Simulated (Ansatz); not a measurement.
**What a change of settings does to a run on N**

The cell comes from COD entry 1539196, which wasn't checked; take it as a given geometry.

First run: DFT, PBE, all-electron LAPW, scalar-relativistic (Ansatz 0.2.0).

Command: `ansatz run input.yaml --threads 1 --pin off --max-ram 2048MiB --backend cpu --events-out ev --progress --plain --runs-dir out` The run took 3.7 s on 1 thread of Arm Neoverse V1 (shared host), peak memory 0.22 GiB.

```yaml
crystal:
  lattice:
    - [3.6290016496, 0.0, 0.0]
    - [-1.8145008248, 3.142807619, 0.0]
    - [0.0, 0.0, 5.89]
  atoms:
    - { symbol: "N", position: [0.3333333333, 0.6666666667, 0.25] }
    - { symbol: "N", position: [0.6666666667, 0.3333333333, 0.75] }
kpoints:
  mp_grid: { grid: [10, 10, 5] }
scf:
  occupations: { method: cold, width: 0.15 }
hamiltonian:
  xc: pbe
  pseudopotentials: { kind: all_electron, lapw: { basis_error: 0.0005 } }
output:
  forces: true
  stress: true
  eigenvalues: true
```

Result: converged; pressure -7.20 GPa; no gap on the k mesh; 6 SCF iterations.

A second run of a changed input logged this at its end:

```
SCF iter  86: F=—  HF=-2965.386843 eV  |F-HF|=—  |Δ(HF+E_count)|=   2.82e-4  S|Δr|=    0.00e0  Δρ=1.80e-3  dr2=1.90e-3  ethr=1.90e-5  ⟨swp⟩=2.0  Hψ=1196  notcnv=0
SCF iter  87: F=—  HF=-2965.386565 eV  |F-HF|=—  |Δ(HF+E_count)|=   2.78e-4  S|Δr|=    0.00e0  Δρ=1.80e-3  dr2=1.89e-3  ethr=1.90e-5  ⟨swp⟩=2.0  Hψ=1196  notcnv=0
SCF iter  88: F=—  HF=-2965.386292 eV  |F-HF|=—  |Δ(HF+E_count)|=   2.73e-4  S|Δr|=    0.00e0  Δρ=1.80e-3  dr2=1.89e-3  ethr=1.89e-5  ⟨swp⟩=2.0  Hψ=1196  notcnv=0
SCF iter  89: F=—  HF=-2965.386023 eV  |F-HF|=—  |Δ(HF+E_count)|=   2.69e-4  S|Δr|=    0.00e0  Δρ=1.79e-3  dr2=1.88e-3  ethr=1.89e-5  ⟨swp⟩=2.0  Hψ=1196  notcnv=0
SCF iter  90: F=—  HF=-2965.385759 eV  |F-HF|=—  |Δ(HF+E_count)|=   2.65e-4  S|Δr|=    0.00e0  Δρ=1.79e-3  dr2=1.88e-3  ethr=1.88e-5  ⟨swp⟩=2.0  Hψ=1196  notcnv=0
SCF iter  91: F=—  HF=-2965.385498 eV  |F-HF|=—  |Δ(HF+E_count)|=   2.60e-4  S|Δr|=    0.00e0  Δρ=1.79e-3  dr2=1.87e-3  ethr=1.88e-5  ⟨swp⟩=2.0  Hψ=1196  notcnv=0
SCF iter  92: F=—  HF=-2965.385242 eV  |F-HF|=—  |Δ(HF+E_count)|=   2.56e-4  S|Δr|=    0.00e0  Δρ=1.79e-3  dr2=1.87e-3  ethr=1.87e-5  ⟨swp⟩=2.0  Hψ=1196  notcnv=0
SCF iter  93: F=—  HF=-2965.384989 eV  |F-HF|=—  |Δ(HF+E_count)|=   2.52e-4  S|Δr|=    0.00e0  Δρ=1.78e-3  dr2=1.86e-3  ethr=1.87e-5  ⟨swp⟩=2.0  Hψ=1196  notcnv=0
SCF iter  94: F=—  HF=-2965.384741 eV  |F-HF|=—  |Δ(HF+E_count)|=   2.48e-4  S|Δr|=    0.00e0  Δρ=1.78e-3  dr2=1.86e-3  ethr=1.86e-5  ⟨swp⟩=2.0  Hψ=1196  notcnv=0
SCF iter  95: F=—  HF=-2965.384497 eV  |F-HF|=—  |Δ(HF+E_count)|=   2.44e-4  S|Δr|=    0.00e0  Δρ=1.78e-3  dr2=1.85e-3  ethr=1.86e-5  ⟨swp⟩=2.0  Hψ=1196  notcnv=0
SCF iter  96: F=—  HF=-2965.384256 eV  |F-HF|=—  |Δ(HF+E_count)|=   2.41e-4  S|Δr|=    0.00e0  Δρ=1.77e-3  dr2=1.84e-3  ethr=1.85e-5  ⟨swp⟩=2.0  Hψ=1196  notcnv=0
SCF iter  97: F=—  HF=-2965.384019 eV  |F-HF|=—  |Δ(HF+E_count)|=   2.37e-4  S|Δr|=    0.00e0  Δρ=1.77e-3  dr2=1.84e-3  ethr=1.84e-5  ⟨swp⟩=2.0  Hψ=1196  notcnv=0
SCF iter  98: F=—  HF=-2965.383786 eV  |F-HF|=—  |Δ(HF+E_count)|=   2.33e-4  S|Δr|=    0.00e0  Δρ=1.77e-3  dr2=1.83e-3  ethr=1.84e-5  ⟨swp⟩=2.0  Hψ=1196  notcnv=0
SCF iter  99: F=—  HF=-2965.383557 eV  |F-HF|=—  |Δ(HF+E_count)|=   2.29e-4  S|Δr|=    0.00e0  Δρ=1.77e-3  dr2=1.83e-3  ethr=1.83e-5  ⟨swp⟩=2.0  Hψ=1196  notcnv=0
SCF iter 100: F=—  HF=-2965.383419 eV  |F-HF|=—  |Δ(HF+E_count)|=   1.38e-4  S|Δr|=    0.00e0  Δρ=1.76e-3  dr2=1.82e-3  ethr=1.83e-5  ⟨swp⟩=2.0  Hψ=1196  notcnv=0
Error: did not converge after 100 iterations: onsite_residual = 4.82e-2 (threshold 1.00e-7), under the density mixer `anderson`; raise `scf.max_iter`, which need not help a stalled SCF, or adjust the mixing (`scf.mixing`) or, under a smearing, its width (`scf.occupations.width`, in either direction: another width is another result); this SCF holds its density and magnetisation to the symmetry operations that it keeps, and cannot end on a state that breaks one of them: if the state sought breaks one, re-run with `crystal.symmetry.detect: false`, without `crystal.symmetry.time_reversal: true`, on a non-collinear deck whose state breaks time reversal, with `crystal.symmetry.time_reversal: false` beside it (there exact exchange or a DFT+U term alone can polarise the run; a magnetic state wants starting moments), where the deck allows it (that run may end on another state, and need not converge either)
```

Question: What was wrong with the input?

Answer: Mixing far too weak, by this change (others could give a like log):
```diff
@@ -11,4 +11,6 @@
 scf:
   occupations: { method: cold, width: 0.15 }
+  mixing: { algorithm: anderson, beta: 0.005, ndim: 1 }
+  max_iter: 100
 hamiltonian:
   xc: pbe
```
